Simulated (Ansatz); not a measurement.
# Ge in Ansatz: convergence with k mesh

Input of the first run (k mesh 3 × 3 × 3); the others differ in this setting and in those tied to it:

File input.yaml:

```yaml
crystal:
  lattice:
    - [0.0, 2.82891, 2.82891]
    - [2.82891, 0.0, 2.82891]
    - [2.82891, 2.82891, 0.0]
  atoms:
    - { symbol: Ge, position: [0.75, 0.75, 0.75] }
    - { symbol: Ge, position: [0.5, 0.5, 0.5] }
hamiltonian:
  xc: pbesol
  pseudopotentials: { kind: paw }
kpoints:
  mp_grid: { grid: [3, 3, 3] }
scf:
  occupations: { method: methfessel_paxton, width: 0.05 }
output:
  forces: true
  stress: true
  eigenvalues: true
```

Potentials or basis: Ansatz PAW.

Launch:

```console
$ ansatz run input.yaml --threads 2 --pin off --max-ram 5632MiB --backend cpu --events-out ev --progress --plain --runs-dir out
```

Hardware: 2 threads of Intel(R) Xeon(R) Processor @ 2.50GHz (Skylake/Cascade Lake), with other jobs on the host.

The values tried are 3 × 3 × 3, 4 × 4 × 4, 5 × 5 × 5, 6 × 6 × 6, 7 × 7 × 7, 9 × 9 × 9, 11 × 11 × 11, 13 × 13 × 13, loosest first. From which on does the energy stay within 1 meV/atom of the tightest run that finished?

From 11 × 11 × 11 on.

```csv
k mesh,"energy less the tightest run, at zero smearing (meV/atom)",pressure (GPa),SCF cycles,CPU time (s),peak memory (GiB)
3 × 3 × 3,397.10,3.36,6,1.1,0.29
4 × 4 × 4,135.06,1.48,6,1.4,0.3
5 × 5 × 5,53.33,0.92,5,1.2,0.29
6 × 6 × 6,23.44,0.74,6,1.9,0.3
7 × 7 × 7,11.14,0.67,6,2.2,0.31
9 × 9 × 9,2.87,0.65,6,2.4,0.33
11 × 11 × 11,0.70,0.65,6,4.4,0.35
13 × 13 × 13,0.00,0.65,6,5.5,0.36
```

Against the tightest run, the pressure stays within 0.1 GPa from 6 × 6 × 6 on. Meshes of other sizes hit other points, so gaps and Fermi surfaces needn't settle smoothly. The tightest run that finished is the yardstick and may itself not be fully converged.

Caveat, for the tightest run too: the PAW data sets come from PBE, with cores solved anew for the run's functional, which leaves a small shift of forces and pressure.
